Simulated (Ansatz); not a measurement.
# ZnS: stress in a strained cell

Aim: deform ZnS (equal xy, yz and zx engineering shear strains of -3 %) and compute stress, forces and field gradients with LAPW, PAW and all-electron datasets made for the crystal.

Program: Ansatz 0.2.0. Level of theory: DFT PBEsol, scalar-relativistic. These are calculated values, not measurements.

**1. Starting point**

It takes space group F-43m (No. 216, cubic). The conventional cell has a = 5.409 Å, b = 5.409 Å, c = 5.409 Å, α = 90.00°, β = 90.00°, γ = 90.00°. Around Zn (site symmetry -43m) lie 4 S at 2.34 Å. S (site symmetry -43m) has 4 Zn at 2.34 Å as nearest neighbours.

Coordinates:

```cif
data_structure
_symmetry_space_group_name_H-M 'P 1'
_symmetry_Int_Tables_number 1
_cell_length_a 3.8250
_cell_length_b 3.8250
_cell_length_c 3.8250
_cell_angle_alpha 60.000
_cell_angle_beta 60.000
_cell_angle_gamma 60.000
_cell_volume 39.57
loop_
_atom_site_label
_atom_site_type_symbol
_atom_site_fract_x
_atom_site_fract_y
_atom_site_fract_z
_atom_site_occupancy
Zn1 Zn 0.00000 0.00000 0.00000 1
S1 S 0.75000 0.75000 0.75000 1
```

Atoms are numbered in the order of the input: Zn1, S2.

**2. The deformed structure**

Space group F-43m before, R3m after.

**3. Full-potential LAPW**

input.yaml

```yaml
crystal:
  lattice:
    - [-0.0811395, 2.66408025, 2.66408025]
    - [2.66408025, -0.0811395, 2.66408025]
    - [2.66408025, 2.66408025, -0.0811395]
  atoms:
    - { symbol: Zn, position: [0.0, 0.0, 0.0] }
    - { symbol: S, position: [0.75, 0.75, 0.75] }
kpoints:
  mp_grid: { grid: [8, 8, 8] }
  band_path:
    path:
      - [0.0, 0.0, 0.0]
      - [0.5, 0.5, 0.5]
      - [0.2579113083, 0.5, 0.7420886917]
      - [-0.2579113083, 0.2579113083, 0.5]
      - [0.0, 0.0, 0.5]
      - [0.0, 0.0, 0.0]
      - [-0.3789556542, 0.0, 0.3789556542]
      - [0.0, 0.3789556542, 0.6210443458]
      - [0.0, 0.5, 0.5]
    npoints: 5
scf:
  occupations: { method: fermi_dirac, width: 0.01 }
hamiltonian:
  xc: pbesol
  pseudopotentials: { kind: all_electron, lapw: { basis_error: 0.00025 } }
output:
  forces: true
  stress: true
  eigenvalues: true
```

Run with:

```
> ansatz run input.yaml --threads 1 --pin off --max-ram 3072MiB --backend cpu --events-out ev --progress --plain --runs-dir out
```

**4. PAW on the default files**

input.yaml

```yaml
crystal:
  lattice:
    - [-0.0811395, 2.66408025, 2.66408025]
    - [2.66408025, -0.0811395, 2.66408025]
    - [2.66408025, 2.66408025, -0.0811395]
  atoms:
    - { symbol: Zn, position: [0.0, 0.0, 0.0] }
    - { symbol: S, position: [0.75, 0.75, 0.75] }
kpoints:
  mp_grid: { grid: [8, 8, 8] }
scf:
  occupations: { method: fermi_dirac, width: 0.01 }
hamiltonian:
  xc: pbesol
  pseudopotentials: { kind: paw }
output:
  forces: true
  stress: true
  eigenvalues: true
  efg: { contact_densities: true }
```

**5. Datasets made for this crystal**

Changes to input.yaml since step 4:

```diff
@@ -14,3 +14,3 @@
   xc: pbesol
-  pseudopotentials: { kind: paw }
+  pseudopotentials: { kind: all_electron, datasets: crystal }
 output:
```

(Steps that only read results are left out.)

Q: Predict the outcome of this session. Wanted: pressure; largest shear or deviatoric stress.

As calculated:

| quantity | value |
| --- | --- |
| pressure | LAPW -1.86, PAW -1.87, crystal datasets -1.86 GPa |
| largest shear or deviatoric stress (LAPW) | 2.13 GPa |

**Reading.** The largest part of the stress beyond the pressure is 2.13 GPa in size; the atoms are carried along and not relaxed. No run of the undeformed cell stands beside it, so the pressure holds what the given cell had before the change. PAW: stress within 0.01 GPa of LAPW, forces within 1 meV/Å. Crystal datasets: stress within 0.01 GPa of LAPW, forces within 1 meV/Å.
